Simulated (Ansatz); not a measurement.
# Cu (P-1) in Ansatz: a series of runs, part 2 of 2

Ansatz 0.2.0. Earlier steps stand in the parts before.

## (4) Relaxation of cell and atoms, PBEsol, target pressure 5 GPa, at which the enthalpy is minimised (cell sheared at random, sigma 0.01, atoms nudged by 0.01 Å)

File input.yaml:

```yaml
crystal:
  lattice:
    - [-0.00442558, 1.78843077, 1.83853466]
    - [1.82290694, -0.01748676, 1.85159583]
    - [1.78281821, 1.76140322, 0.02260197]
  atoms:
    - { symbol: Cu, position: [0.0, 0.0, 0.0] }
hamiltonian:
  xc: pbesol
  pseudopotentials: { kind: paw }
kpoints:
  mp_grid: { grid: [13, 12, 13] }
scf:
  occupations: { method: fermi_dirac, width: 0.05 }
output:
  forces: true
  stress: true
  eigenvalues: true
relax:
  f_tol: 0.01
  max_steps: 40
  cell: { stress_tol: 0.05, p_target: 5.0 }
```

Potentials or basis: Ansatz PAW.

Started as:

```
> ansatz run input.yaml --threads 2 --pin off --max-ram 5632MiB --backend cpu --events-out ev --progress --plain --runs-dir out
```

Log:

```text
Warning: RAYON_NUM_THREADS=2 ignored (pool sized by the plan → 2); use --threads N
Engine: ansatz 0.2.0, aarch64-unknown-linux-gnu
Pseudopotentials: kind: paw
Pseudopotential: Cu, paw, valence charge 19, recommended cutoff 420 eV (normal), Cu.paw.azcp
Functional definition: PBEsol
  exchange = pbesol_x
  correlation = pbesol_c
Crystal: 1 atoms, lattice volume = 11.805 Å³
Basis set: ecut = 420 eV, 247 PW (Γ), exchange–correlation on 36×36×36 points (8 copies of the dense FFT grid, shifted against one another)
Bands: 14, of which v1, the nominal top of the filled ones, is band 10 counted from 1 (9 counted from 0)
Symmetry: 2 space group operations
Space group: P-1 (ITA 2), of the structure as read, at distance tolerance 2.3e-5 Å
k-points: 1015 of 2028
Non-local potential: Cu, projectors of the file, l = 0: 3, l = 1: 2, l = 2: 3, l = 3: 1
PAW form: soft (Blöchl's): semilocal exchange-correlation on the pseudo side does not see the compensation charge
PAW frozen core: Cu, regenerated for the run's functional, and the local potential with it (the file was generated under x = pbe(κ = 0.804, μ = 0.2195149727645171), c = pbe(β = 0.06672455060314922))
PAW one-centre angular grid: Cu, 590 points (default); XC on 64 Gauss nodes
Initial density: superposition of atomic densities (neutral atoms: chi_scale 0, normalization atom), corrected by the library's trained network
Initial wavefunctions: pseudopotential atomic-orbital guess
Functional: x = pbesol(κ = 0.804, μ = 0.12345679012345678), c = pbesol(β = 0.046)
SCF iter   1: F=—  HF=-6588.770555 eV  |F-HF|=—  |Δ(HF+E_count)|=         —  Δρ=2.05e-2  dr2=2.58e-2  ethr=1.77e-3  ⟨swp⟩=5.7  Hψ=71830  notcnv=0
preconditioner: auto → none  [metal: Δε(μ)=0.024 eV  Ē_g=16.927 eV  σ=0.050 eV  W_gap=0.12  n_scr=0 (ndim 8)  ℏωp=35.8 eV  f_vac=0.000  D(μ)=0.19/eV (n_scr^D=0)]
SCF iter   2: F=—  HF=-6588.764533 eV  |F-HF|=—  |Δ(HF+E_count)|=   6.02e-3  Δρ=9.76e-4  dr2=4.27e-5  ethr=1.36e-4  ⟨swp⟩=2.8  Hψ=30778  notcnv=0  defer=303
SCF iter   3: F=—  HF=-6588.764513 eV  |F-HF|=—  |Δ(HF+E_count)|=   1.98e-5  Δρ=9.50e-4  dr2=4.32e-5  ethr=2.25e-7  ⟨swp⟩=2.0  Hψ=23617  notcnv=0  defer=303
SCF iter   4: F=—  HF=-6588.764536 eV  |F-HF|=—  |Δ(HF+E_count)|=   2.30e-5  Δρ=6.89e-5  dr2=2.27e-7  ethr=2.25e-7  ⟨swp⟩=1.0  Hψ=13907  notcnv=0  defer=303
iter 5 did not close the SCF: its close was put off for the readings that it lacked (scf_convergence_deferred on its scf_iter line)
SCF iter   5: F=-6588.764536 eV  HF=-6588.764536 eV  |F-HF|=3.53e-10  |Δ(HF+E_count)|=   1.49e-7  Δρ=2.93e-6  dr2=4.89e-10  ethr=1.20e-9  ⟨swp⟩=2.3  Hψ=21986  notcnv=0  defer=303
SCF iter   6: F=-6588.764536 eV  HF=-6588.764536 eV  |F-HF|=3.82e-11  |Δ(HF+E_count)|=  6.46e-11  Δρ=5.35e-7  dr2=1.15e-11  ethr=2.57e-12  ⟨swp⟩=2.2  Hψ=45732  notcnv=0
[... 86 lines left out ...]
relax step   7: F+E_penalty+E_count = -6588.77338898 eV  Δ(F+E_penalty+E_count) = -2.120e-6 eV  max|allowed force component| = 0.000e0 eV/Å  Δτ_max = 0.0000 Å  P = +5.001 GPa  Ω = 11.003 Å³  stress off target by 3.47e-3 GPa  SCF on the basis re-selected at this cell (its energy is not comparable with the rows above)  (8 SCF iters)
basis re-selected at this cell: Δ(F+E_penalty+E_count) = -2.120e-6 eV, ΔP = -0.000 GPa vs the last step (what re-selecting the basis moved, of the pressure what is left beyond the Pulay correction that the steps carried, after the strain that the cell walked since its last selection, with what the two solves' SCF thresholds leave and, on support functions, any second-order correction that the steps lacked; it is no measure of the basis error at this ecutwfc). This SCF's stress stands 3.47e-3 GPa from its target on what of the cell is left free (relax.cell.stress_tol is 5.00e-2 GPa) and its largest allowed force component is 0.00e0 eV/Å (relax.f_tol is 1.00e-2 eV/Å): within both
SCF converged after 8 iterations
Free energy (F): -6588.773389 eV
Harris-Foulkes:  -6588.773389 eV  (|F-HF|=1.82e-12)
Internal energy: -6588.772035 eV  (E = F + TS)
E sigma→0 (E₀):  -6588.772712 eV
Entropy (-TS):   -0.001354 eV (-1.354 meV/atom)
Fermi energy:    18.191997 eV
--- Per-component energies (eV) ---
  E_band       = -335.013207
  E_kinetic    = 301.068033
  E_local      = -3918.246624  (includes V_loc(G=0)·N_el)
  E_nonlocal   = 390.792014
  E_hartree    = 1727.725621
  E_xc         = -89.687337
  E_vxc        = -116.270478  (∫ρ·V_xc dr)
  E_paw        = -1625.471953  (= ΣΔE_a)
  E_vpaw       = -447.807670  (= ΣTr[D̂ρ^β])
  E_aug_tail   = 0.000275  (compensation charges beyond the density's cutoff)
  E_ewald      = -3375.158267
  E_core_change = 0.206202  (= ΣΔE_core)
  E_smearing   = -0.001354  (= −TS)
  E_closure    = 0.000000  (closes the sum)
  Σ components = -6588.773389   (vs F -6588.773389, Δ=0.00e0)
--- Forces (eV/Å), atoms counted from 1 ---
  atom   1  Cu     0.00000000     0.00000000     0.00000000
  max |Σ_I F_I| component: 0.00e0 eV/Å
--- Stress (GPa, compression-positive) ---
        4.999888      -0.000812      -0.003213
       -0.000812       5.001668       0.000091
       -0.003213       0.000091       5.000174
  P = ⅓ Tr σ = 5.0006 GPa (50.006 kbar)
--- Band table (eV; the first three rows and the last of 1015) ---
  k-point 0: bands = ["-94.2682", "-51.7170", "-51.7136", "-51.7034", "8.1575", "14.9046", "14.9447", "14.9477", "15.8665", "15.8833", "41.3076", "44.1135", "44.4464", "44.5231"]
  k-point 1: bands = ["-94.2671", "-51.7244", "-51.7155", "-51.7050", "8.3854", "14.8905", "14.9522", "14.9947", "15.8482", "15.8639", "40.0940", "42.4359", "43.5397", "43.8250"]
  k-point 2: bands = ["-94.2640", "-51.7470", "-51.7193", "-51.7088", "9.0525", "14.7615", "15.0494", "15.1005", "15.8294", "15.8408", "36.2545", "41.8519", "42.6248", "42.8754"]
  k-point 1014: bands = ["-94.2480", "-51.8570", "-51.7417", "-51.7283", "12.7769", "14.7975", "14.9823", "15.7619", "16.4848", "17.8512", "22.4368", "37.6473", "39.6872", "40.3854"]
--- Relaxed structure (5 steps of the walk, 5 accepted, 2 SCFs on fresh bases) ---
  F+E_penalty+E_count = -6588.77338898 eV   max|allowed force component| = 0.000e0 eV/Å   (the final SCF, on the basis selected at the relaxed cell)
  cell:  # Å, volume = 11.0030 Å³
    - [0.002500442652824262, 1.7584358916403557, 1.763597470693328]
    - [1.7730133682416185, -0.007009325095082857, 1.7729667144626577]
    - [1.7635877168540797, 1.758463432191576, 0.0024737319854648936]
  atoms:
    - { symbol: Cu, position: [0.0, 0.0, 0.0] }
```

It took 34 s on 2 threads of Arm Neoverse V2, shared host; peak memory 0.47 GiB.

Results:

| Item | Value |
| --- | --- |
| Free energy | -6588.7734 eV |
| Relaxed volume | 11.00 Å³/atom |
| Relaxed cell | a = 2.490 Å, b = 2.507 Å, c = 2.490 Å, α = 60.04°, β = 60.00°, γ = 60.04° |
| Space group after relaxing (to 0.05 Å) | Fm-3m (No. 225) |
| Energy change on relaxing (the enthalpy is what falls) | -8.9 meV/atom |
| Ionic steps | 7 |
| Pressure after relaxing | 5.0 GPa |
| Band gap on the k mesh | none (metal or under the smearing width) |

The path:
```tsv
step	energy change (eV)	largest force (eV/Å)	volume (Å³)
1	0.0000	0.0000	11.81
2	-0.0126	0.0000	11.34
3	-0.0070	0.0000	10.93
4	-0.0095	0.0000	11.00
5	-0.0087	0.0000	11.00
6	-0.0089	0.0000	11.00
7	-0.0089	0.0000	11.00
```

Final structure:
```yaml
crystal:
  lattice:
    - [0.00250, 1.75844, 1.76360]
    - [1.77301, -0.00701, 1.77297]
    - [1.76359, 1.75846, 0.00247]
  atoms:
    - { symbol: Cu, position: [0.00000, 0.00000, 0.00000] }
```

Caveat: the plane-wave basis is chosen anew once the cell has moved, so the energies of steps on either side of that aren't comparable; the PAW data sets come from PBE, with cores solved anew for the run's functional, which leaves a small shift of forces and pressure.

## (5) Overview

| cell | target pressure (GPa) | gap on the mesh (eV) | pressure (GPa) |
| --- | --- | --- | --- |
| relaxed from: cell sheared at random, sigma 0.01, atoms nudged by 0.01 Å | 0 | none | 0.0 |
| relaxed to 2 GPa from: cell sheared at random, sigma 0.01, atoms nudged by 0.01 Å | 2 | none | 2.0 |
| relaxed to 5 GPa from: cell sheared at random, sigma 0.01, atoms nudged by 0.01 Å | 5 | none | 5.0 |

Alike in all rows: task relaxation of cell and atoms; level PBEsol; potentials or basis Ansatz PAW; no spin polarisation; k mesh 13 × 12 × 13; cutoff (eV) 420; smearing fermi-dirac 0.05 eV.

Caveats: the plane-wave basis is chosen anew once the cell has moved, so the energies of steps on either side of that aren't comparable; the PAW data sets come from PBE, with cores solved anew for the run's functional, which leaves a small shift of forces and pressure.

Absolute energies hang on the potentials; compare differences alone.
